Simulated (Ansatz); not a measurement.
An element in the sc structure gives these cold pressures by all-electron LAPW under PBE (Ansatz 0.2.0, scalar-relativistic, no spin polarisation).

| V (Å³/atom) | P (GPa) |
| --- | --- |
| 20.75 | -0.03 |
| 18.67 | 14.86 |
| 16.60 | 44.0 |
| 14.52 | 102.1 |
| 12.45 | 222.8 |
| 10.37 | 489.1 |
| 8.30 | 1135 |

**Question.** Which element is it?

**Answer.** Au. Its zero-pressure volume in this structure is near 20.7 Å³/atom; the volume and the steepness of P(V) together point to it, though neighbours can come close. Neighbours weren't tried against these numbers.
